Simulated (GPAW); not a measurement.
InSe, 4 atoms in the cell. Symmetry: R3m, No. 160, trigonal system. Conventional cell: a = 4.000 Å, b = 4.000 Å, c = 25.320 Å, α = 90.00°, β = 90.00°, γ = 120.00°. In (site symmetry 3m) has 3 Se at 2.63 Å and 1 In at 2.82 Å as nearest neighbours. In (site symmetry 3m) has 3 Se at 2.64 Å and 1 In at 2.82 Å as nearest neighbours. Se (site symmetry 3m) has 3 In at 2.63 Å as nearest neighbours. Around Se (site symmetry 3m) lie 3 In at 2.64 Å. 

```yaml
Program: GPAW 26.7.0
Task: dielectric tensor
Functional: LDA
Potentials_or_basis: the program's PAW data sets (release 1.2.1) made for this functional
Cutoff: 450 eV
Basis: pw
k_mesh: 6 × 6 × 6
Occupations: fermi-dirac, width 0.001 eV
Spin: no spin polarisation
Response_ecut: 80 eV
Maxiter: 150
Response_k_mesh: 9 × 9 × 9
Response_bands: 59
Kernels: "[\"RPA\", \"LR0.1\", \"LR0.3\"]"
Coarser_k_mesh: 6 × 6 × 6
```

Potentials or basis: the program's PAW data sets (release 1.2.1) made for this functional, pw.

Launch:

```sh
$ OMP_NUM_THREADS=1 python run.py
```

Hardware: 1 thread of Intel(R) Xeon(R) 6975P-C (Granite Rapids), on a shared host.

Problem. How long does it take, and how much memory?

Solution. Wall time 21 min on 1 thread of Intel(R) Xeon(R) 6975P-C (Granite Rapids) (shared host), peak memory 1 GiB. Counts: scf iterations 47, plane waves 2553, bands 32, k points 32.
